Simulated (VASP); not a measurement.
# Sn (Im-3m) in VASP: further runs

The runs below take Sn through density of states, band structure, with SCAN+rVV10, LDA.

Program: VASP 6.6.1. These are calculated values, not measurements. Logs are shortened: lines on timing, memory, paths and dates and some standing lists are left out, and cuts for length are marked.

**1. The structure**

The structure is cubic, space group Im-3m (No. 229). Conventional cell: a = 3.789 Å, b = 3.789 Å, c = 3.789 Å, α = 90.00°, β = 90.00°, γ = 90.00°. Sn (site symmetry m-3m) is surrounded by 8 Sn at 3.28 Å.

This isn't the form of Sn at room conditions, which is tetragonal (white tin).

**2. Density of states, SCAN+rVV10**

The input, INCAR:

```
ALGO = Normal
BPARAM = 15.7
CPARAM = 0.0093
EDIFF = 1E-6
ENCUT = 520
ISIF = 2
ISMEAR = -5
IVDW_NL = 2
LASPH = True
LCHARG = False
LMIXTAU = True
LORBIT = 11
LREAL = False
LUSE_VDW = True
LWAVE = False
METAGGA = SCAN
NEDOS = 1001
NELM = 60
PREC = Accurate
SIGMA = 0.05
```

The input, KPOINTS:

```
k-points
0
Gamma
  10 10 10
```

The input, POSCAR:

```
Sn
1.0
   -1.8946518192      1.8946518192      1.8946518192
    1.8946518192     -1.8946518192      1.8946518192
    1.8946518192      1.8946518192     -1.8946518192
Sn
1
Cartesian
    0.0000000000      0.0000000000      0.0000000000
```

Potentials or basis: VASP PAW PBE potentials, release 64 (Sn_d).

Launch:

```bash
cat potpaw_PBE.64/Sn_d/POTCAR > POTCAR
mpirun -np 1 vasp_std > vasp.out
```

OUTCAR:

```text
BPARAM = 15.7
   EDIFF = 1E-6
   ENCUT = 520
   ISIF = 2
   ISMEAR = -5
   IVDW_NL = 2
   LASPH = True
   LORBIT = 11
   LREAL = False
   METAGGA = SCAN
   NELM = 60
   PREC = Accurate

 ion  position               nearest neighbor table
   1  0.000  0.000  0.000-

  LATTYP: Found a body centered cubic cell.
 ALAT       =     3.7893036384

  Lattice vectors:

 A1 = (  -1.8946518192,   1.8946518192,   1.8946518192)
 A2 = (   1.8946518192,  -1.8946518192,   1.8946518192)
 A3 = (   1.8946518192,   1.8946518192,  -1.8946518192)

Analysis of symmetry for initial positions (statically):
=====================================================================
 Subroutine PRICEL returns:
 Original cell was already a primitive cell.

 Routine SETGRP: Setting up the symmetry group for a
 body centered cubic supercell.

 Subroutine GETGRP returns: Found 48 space group operations
 (whereof 48 operations were pure point group operations)
 out of a pool of 48 trial point group operations.

The static configuration has the point symmetry O_h .

Analysis of symmetry for dynamics (positions and initial velocities):
=====================================================================
 Subroutine PRICEL returns:
 Original cell was already a primitive cell.

 Routine SETGRP: Setting up the symmetry group for a
 body centered cubic supercell.

 Subroutine GETGRP returns: Found 48 space group operations
 (whereof 48 operations were pure point group operations)
 out of a pool of 48 trial point group operations.

The dynamic configuration has the point symmetry O_h .

 Subroutine INISYM returns: Found 48 space group operations
 (whereof 48 operations are pure point group operations),
 and found     1 'primitive' translations

----------------------------------------------------------------------------------------

                                     Primitive cell

  volume of cell :      27.2050

  direct lattice vectors                    reciprocal lattice vectors
    -1.894651819  1.894651819  1.894651819     0.000000000  0.263900731  0.263900731
     1.894651819 -1.894651819  1.894651819     0.263900731  0.000000000  0.263900731
     1.894651819  1.894651819 -1.894651819     0.263900731  0.263900731  0.000000000

  length of vectors
     3.281633214  3.281633214  3.281633214     0.373211993  0.373211993  0.373211993

  position of ions in fractional coordinates (direct lattice)
     0.000000000  0.000000000  0.000000000

  ion indices of the primitive-cell ions
   primitive index   ion index
                 1           1

----------------------------------------------------------------------------------------

 KPOINTS: k-points

Automatic generation of k-mesh.
 Grid dimensions read from file:
 generate k-points for:   10   10   10

 Generating k-lattice:

  Cartesian coordinates                     Fractional coordinates (reciprocal lattice)
     0.000000000  0.026390073  0.026390073     0.100000000  0.000000000  0.000000000
     0.026390073  0.000000000  0.026390073     0.000000000  0.100000000  0.000000000
     0.026390073  0.026390073  0.000000000     0.000000000  0.000000000  0.100000000

  Length of vectors
     0.037321199  0.037321199  0.037321199

  Shift w.r.t. Gamma in fractional coordinates (k-lattice)
     0.000000000  0.000000000  0.000000000

 TETIRR: Found   1064 inequivalent tetrahedra from     6000

 Subroutine IBZKPT returns following result:
 ===========================================

 Found     47 irreducible k-points:

 Following reciprocal coordinates:
            Coordinates               Weight
  0.000000  0.000000  0.000000      1.000000
  0.100000  0.000000  0.000000     12.000000
  0.200000  0.000000  0.000000     12.000000
  0.300000  0.000000  0.000000     12.000000
  0.400000  0.000000  0.000000     12.000000
  0.500000  0.000000  0.000000      6.000000
[... 16 lines left out ...]
  0.300000  0.300000  0.100000      8.000000
 -0.300000  0.300000  0.100000     24.000000
 [... further k-points ...]
   k-points           NKPTS =     47   k-points in BZ     NKDIM =     47   number of bands    NBANDS=     11
   number of dos      NEDOS =   1001   number of ions     NIONS =      1
   total plane-waves  NPLWV =  13824
   dimension x,y,z NGX =    24 NGY =   24 NGZ =   24
   dimension x,y,z NGXF=    48 NGYF=   48 NGZF=   48
   ions per type =               1
   NGX,Y,Z   is equivalent  to a cutoff of  12.16, 12.16, 12.16 a.u.
   NGXF,Y,Z  is equivalent  to a cutoff of  24.32, 24.32, 24.32 a.u.
 SYSTEM =  unknown system
   PREC   = accura    normal or accurate (medium, high low for compatibility)
   ISTART =      0    job   : 0-new  1-cont  2-samecut
   ICHARG =      2    charge: 1-file 2-atom 10-const
   ISPIN  =      1    spin polarized calculation?
   LNONCOLLINEAR =      F non collinear calculations
   LSORBIT =      F    spin-orbit coupling
   LASPH  =      T    aspherical Exc in radial PAW
   ENCUT  =  520.0 eV  38.22 Ry    6.18 a.u.   6.10  6.10  6.10*2*pi/ulx,y,z
   NELM   =     60;   NELMIN=  2; NELMDL= -5     # of ELM steps
   EDIFF  = 0.1E-05   stopping-criterion for ELM
   LREAL  =      F    real-space projection
   EDIFFG = 0.1E-04   stopping-criterion for IOM
   NSW    =      0    number of steps for IOM
   IBRION =     -1    ionic relax: 0-MD 1-quasi-New 2-CG
   NFREE  =      0    steps in history (QN), initial steepest desc. (CG)
   ISIF   =      2    stress and relaxation
   ISYM   =      2    0-nonsym 1-usesym 2-fastsym
   POTIM  = 0.5000    time-step for ionic-motion
   TEBEG  =    0.0;   TEEND  =   0.0 temperature during run
   PSTRESS=    0.0 pullay stress
   NELECT =      14.0000    total number of electrons
   NUPDOWN=      -1.0000    fix difference up-down
   EMIN   =  10.00;   EMAX   =-10.00  energy-range for DOS
   EFERMI =   0.00;   METHOD = LEGACY
   ISMEAR =    -5;   SIGMA  =   0.05  broadening in eV -4-tet -1-fermi 0-gaus
   EFERMI_NEDOS =   21; number of points for ismear=-14 and -15
   IALGO  =     38    algorithm
   IMIX   =      4    mixing-type and parameters
     AMIX     =   0.40;   BMIX     =  1.00
     AMIX_MAG =   1.60;   BMIX_MAG =  1.00
  volume/ion in A,a.u.               =      27.20       183.59
  Fermi-wavevector in a.u.,A,eV,Ry     =   1.311902  2.479136 23.416813  1.721087
  Thomas-Fermi vector in A             =   2.442332
   LORBIT       =     11    0 simple, 1 ext, 2 COOP (PROOUT), +10 PAW based schemes
   METAGGA = SCAN    functional components
   LHFCALC =     F    Hartree Fock is set to
   AEXX    =    0.0000 exact exchange contribution
   IVDW_NL    =     2    kernel type
   BPARAM     =15.7000
   IVDW    =     0    specifies the selected vdW correction
   LEPSILON=     F    determine dielectric tensor
   LRPA    =     F    only Hartree local field effects (RPA)
 non-spin polarized calculation
 Fermi weights with tetrahedron method with Bloechl corrections
  energy-cutoff  :      520.00
  volume of cell :       27.20
 maximum number of plane-waves:       751
   NGX = 13   NGY = 13   NGZ = 13

 number of electron      13.9999996 magnetization

 Free energy of the ion-electron system (eV)
  ---------------------------------------------------
  ext. energy  EPLUGINS =         0.00000000
  ---------------------------------------------------
  free energy    TOTEN  =       -35.44504296 eV

  energy without entropy =      -35.44504296  energy(sigma->0) =      -35.44504296

 E-fermi :   7.8246     XC(G=0): -11.4554

 val. band max:        7.8578654294   @ k =   0.2000   0.1000   0.1000
 cond. band min:       7.6311792520   @ k =   0.3000   0.2000   0.2000
 fundamental gap:     -0.2266861774
 Fermi energy:         7.8245718876

 k-point     1 :       0.0000    0.0000    0.0000
  band No.  band energies     occupation
      1     -14.1904      2.00000
      2     -14.1897      2.00000
      3     -14.1897      2.00000
      4     -14.0352      2.00000
      5     -14.0352      2.00000
      6      -3.9870      2.00000
      7      16.1103      0.00000
      8      16.1113      0.00000
      9      16.1113      0.00000
     10      20.9839      0.00000
     11      20.9842      0.00000

 k-point     2 :       0.1000    0.0000    0.0000
  band No.  band energies     occupation
      1     -14.1948      2.00000
      2     -14.1829      2.00000
      3     -14.1666      2.00000
      4     -14.0409      2.00000
      5     -14.0362      2.00000
      6      -3.7544      2.00000
      7      14.3515      0.00000
      8      15.2747      0.00000
      9      15.8483      0.00000
     10      19.2697      0.00000
     11      19.4896      0.00000

 k-point     3 :       0.2000    0.0000    0.0000
  band No.  band energies     occupation
      1     -14.2080      2.00000
      2     -14.1682      2.00000
      3     -14.1040      2.00000
      4     -14.0526      2.00000
      5     -14.0385      2.00000
      6      -3.0554      2.00000
      7      11.0750     -0.03181
      8      13.8148      0.00000
      9      15.1637      0.00000
     10      18.0588      0.00000
     11      18.2432      0.00000

 k-point     4 :       0.3000    0.0000    0.0000
  band No.  band energies     occupation
      1     -14.2244      2.00000
      2     -14.1625      2.00000
      3     -14.0563      2.00000
      4     -14.0413      2.00000
      5     -14.0255      2.00000
      6      -1.8942      2.00000
      7       7.7921      0.99120
      8      12.5549      0.00000
      9      14.4027      0.00000
     10      17.2493      0.00000
     11      17.3658      0.00000
[... 239 lines left out ...]
 k-point    22 :      -0.2000    0.2000    0.1000
  band No.  band energies     occupation
      1     -14.1844      2.00000
      2     -14.1566      2.00000
      3     -14.1073      2.00000
      4     -14.0683      2.00000
      5     -14.0387      2.00000
      6      -2.8235      2.00000
      7      11.1978     -0.02761
      8      12.9738      0.00000
      9      13.9618      0.00000
     10      17.4793      0.00000
     11      19.4131      0.00000

 k-point    23 :       0.3000    0.3000    0.1000
  band No.  band energies     occupation
      1     -14.1922      2.00000
      2     -14.0822      2.00000
      3     -14.0818      2.00000
      4     -14.0362      2.00000
      5     -14.0361      2.00000
      6       2.1022      2.00000
      7       5.4120      2.00000
      8       5.4123      2.07962
      9       9.5818     -0.13961
     10      22.7298      0.00000
     11      23.8446      0.00000

 k-point    24 :      -0.3000    0.3000    0.1000
  band No.  band energies     occupation
      1     -14.1997      2.00000
      2     -14.1499      2.00000
      3     -14.0720      2.00000
      4     -14.0464      2.00000
      5     -14.0281      2.00000
      6      -1.6647      2.00000
      7       7.9819      0.85158
      8      11.7531      0.00000
      9      13.3729      0.00000
     10      17.5936      0.00000
     11      18.5218      0.00000

 [... further k-points ...]
[... 5 lines left out ...]
  --------------------------------------------------------------------------------------
  -------------------------------------------------------------------------------------
  Total       -0.1431594     -0.1431594     -0.1431594      0.0000000      0.0000000     -0.0000000
  in kB       -8.4310630     -8.4310630     -8.4310630      0.0000000      0.0000000     -0.0000000
  external PRESSURE =      -8.4310630 kB  Pullay stress =       0.0000000 kB

 VOLUME and BASIS-vectors are now :
 -----------------------------------------------------------------------------
  energy-cutoff  :      520.00
  volume of cell :       27.20
      direct lattice vectors                 reciprocal lattice vectors
    -1.894651819  1.894651819  1.894651819     0.000000000  0.263900731  0.263900731
     1.894651819 -1.894651819  1.894651819     0.263900731  0.000000000  0.263900731
     1.894651819  1.894651819 -1.894651819     0.263900731  0.263900731  0.000000000

 POSITION                                       TOTAL-FORCE (eV/Angst)
 -----------------------------------------------------------------------------------
      0.00000      0.00000      0.00000        -0.000000      0.000000      0.000000
 -----------------------------------------------------------------------------------
    total drift:                                0.000000      0.000000     -0.000000

  FREE ENERGIE OF THE ION-ELECTRON SYSTEM (eV)
  ---------------------------------------------------
  free  energy   TOTEN  =       -35.4450429642 eV

  energy  without entropy=      -35.4450429642  energy(sigma->0) =      -35.44504296

 total charge

# of ion       s       p       d       tot
------------------------------------------
    1        1.247   0.907   9.965  12.119
```

Run time: 43 s. Hardware: 1 thread of Intel Xeon 6975P-C (Granite Rapids), shared host; peak memory 0.22 GiB.

What came out:

* Free energy: -35.4450 eV
* Pressure: -0.8 GPa
* Band gap on the k mesh: none (metal or under the smearing width)
* Valence electrons inside the program's atomic spheres: Sn 12.12

States per cell in windows of 1 eV (zero at the Fermi level; states under -8 eV left out):
| from (eV) | total | Sn1_p | Sn1_s | Sn1_d |
| --- | --- | --- | --- | --- |
| -8.0 | 0.43 | 0.03 | 0.23 | 0.01 |
| -7.0 | 0.53 | 0.03 | 0.31 | 0.01 |
| -6.0 | 0.18 | 0.01 | 0.11 | 0.00 |
| -5.0 | 0.10 | 0.02 | 0.04 | 0.00 |
| -4.0 | 0.40 | 0.15 | 0.04 | 0.01 |
| -3.0 | 0.55 | 0.21 | 0.05 | 0.01 |
| -2.0 | 0.47 | 0.18 | 0.05 | 0.01 |
| -1.0 | 0.56 | 0.24 | 0.04 | 0.02 |
| 0.0 | 0.57 | 0.25 | 0.03 | 0.02 |
| 1.0 | 0.55 | 0.24 | 0.03 | 0.03 |
| 2.0 | 0.60 | 0.27 | 0.03 | 0.03 |
| 3.0 | 0.58 | 0.27 | 0.03 | 0.03 |
| 4.0 | 0.68 | 0.33 | 0.03 | 0.04 |
| 5.0 | 0.81 | 0.38 | 0.02 | 0.05 |
| 6.0 | 0.33 | 0.13 | 0.00 | 0.04 |
| 7.0 | 0.25 | 0.06 | 0.00 | 0.04 |

Caveat: the PAW data sets were made with another functional, which shifts forces and pressure a little; tetrahedron occupations give inexact forces and stress in metals.

(Continued in part 2 of 3.)
